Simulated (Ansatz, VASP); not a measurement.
HfO2 in VASP and in Ansatz

Contents of INCAR:

```
PREC     = Accurate       # precision mode
ENCUT    = 520            # plane-wave cutoff, eV
EDIFF    = 1E-6           # SCF threshold, eV
ISMEAR   = 0              # smearing method
SIGMA    = 0.05           # smearing width, eV
LREAL    = F              # projectors in reciprocal space
LASPH    = T              # aspherical terms in the spheres
NELM     = 60             # most SCF steps
ALGO     = Normal         # electronic algorithm
ISIF     = 2              # what is computed and relaxed
LWAVE    = F              # write WAVECAR
LCHARG   = F              # write CHGCAR
GGA      = PE             # functional
NBANDS   = 18             # bands
```

KPOINTS

```
Automatic mesh
0
Gamma
  8 8 8
```

POSCAR

```
HfO2
1.0
    0.0000000000      2.5575000000      2.5575000000
    2.5575000000      0.0000000000      2.5575000000
    2.5575000000      2.5575000000      0.0000000000
Hf O
1 2
Direct
    0.0000000000      0.0000000000      0.0000000000
    0.2838621859      0.2838621859      0.2838621859
    0.7161378141      0.7161378141      0.7161378141
```

Input for Ansatz:

```yaml
crystal:
  lattice:
    - [0.0, 2.5575, 2.5575]
    - [2.5575, 0.0, 2.5575]
    - [2.5575, 2.5575, 0.0]
  atoms:
    - { symbol: Hf, position: [0.0, 0.0, 0.0] }
    - { symbol: O, position: [0.2838621859, 0.2838621859, 0.2838621859] }
    - { symbol: O, position: [0.7161378141, 0.7161378141, 0.7161378141] }
basis:
  ecutwfc: 420
kpoints:
  mp_grid: { grid: [8, 8, 8] }
hamiltonian:
  xc: pbe
scf:
  occupations: { method: gaussian, width: 0.05 }
output:
  forces: true
  stress: true
  eigenvalues: true
```

Change from the starting cell: mode 7 (554.9 1/cm) frozen in, largest displacement +0.300 Å.

Alike in both runs: task single point; functional PBE; k mesh 8 × 8 × 8; occupations gaussian, width 0.05 eV; no spin polarisation.

|  | VASP | Ansatz |
| --- | --- | --- |
| version | VASP 6.6.1 | Ansatz 0.2.0 |
| potentials or method | VASP PAW PBE potentials, release 64 (Hf_pv, O) | scalar-relativistic, plane waves, PAW |
| plane-wave cutoff (eV) | 520 | 420 |
| valence electrons in the cell | 22 | 38 |

```tsv
	VASP	Ansatz	Ansatz less VASP
gap on the k mesh at the Fermi level (eV)	3.31	3.29	-0.017
least direct gap on the mesh (eV)	3.71	3.73	+0.018
pressure (GPa)	7.7	11.2	+3.45
largest component of the traceless stress (GPa)	11.19	12.03	+0.841
rms of the force components (eV/Å)	1.752	1.769	+0.0175
```

Atom by atom the forces differ by 0.017 eV/Å (rms over components). The two sets of potentials don't hold the same shells in valence.

Caveats: spin-orbit coupling is left out, which moves the levels of the heavy elements; forces of over 1 eV/Å show positions far from the minimum, so gaps and moduli don't describe the material at rest. A k mesh can miss the band edges.
